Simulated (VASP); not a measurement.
The system is Ni.

```
Ni
1.0
     0.00000    1.73757    1.73757
     1.73757    0.00000    1.73757
     1.73757    1.73757    0.00000
Ni
1
Direct
  0.00000 0.00000 0.00000
```

| Item | Value |
| --- | --- |
| Program | VASP 6.6.1 |
| Task | relaxation of cell and atoms |
| Functional | PBE |
| Dispersion | TS |
| Potentials or basis | VASP PAW PBE potentials, release 64 (Ni) |
| Cutoff | 600 eV |
| k mesh | 10 × 10 × 10 |
| Occupations | fermi-dirac, width 0.05 eV |
| Spin | collinear spin, ferromagnetic start |
| Starting moments | [1.0] μB |

At the start: pressure -10.8 GPa; volume 10.49 Å³/atom.

Q: How do energy, volume and symmetry change on relaxing?

A: Over 13 steps the energy falls by 14.8 meV/atom and the volume is 10.05 Å³/atom (-4.2 %); space group Fm-3m (No. 225, to 0.05 Å); moment 0.69 μB per cell.

The path:
| step | energy change (eV) | largest force (eV/Å) | pressure (GPa) | volume (Å³) |
| --- | --- | --- | --- | --- |
| 1 | 0.0000 | 0.0000 | -10.83 | 10.49 |
| 2 | 0.0211 | 0.0000 | 20.15 | 9.45 |
| 3 | -0.0149 | 0.0000 | -0.98 | 10.07 |
| 4 | -0.0148 | 0.0000 | -0.14 | 10.04 |
| 5 | -0.0147 | 0.0000 | 0.67 | 10.03 |
| 6 | -0.0147 | 0.0000 | -0.49 | 10.08 |
| 7 | -0.0149 | 0.0000 | -0.53 | 10.05 |
| 8 | -0.0148 | 0.0000 | 0.33 | 10.04 |
| 9 | -0.0148 | 0.0000 | -0.10 | 10.04 |
| 10 | -0.0147 | 0.0000 | 0.75 | 10.04 |
| 11 | -0.0148 | 0.0000 | 0.38 | 10.04 |
| 12 | -0.0149 | 0.0000 | -0.62 | 10.06 |
| 13 | -0.0148 | 0.0000 | 0.06 | 10.05 |

Final structure:
```yaml
crystal:
  lattice:
    - [0.00000, 1.71278, 1.71278]
    - [1.71278, 0.00000, 1.71278]
    - [1.71278, 1.71278, 0.00000]
  atoms:
    - { symbol: Ni, position: [0.00000, 0.00000, 0.00000] }
```

Caveat: atom-pairwise D2, TS and ULG terms overbind metals; pairwise dispersion overbinds metals, which lowers pressure and volume.
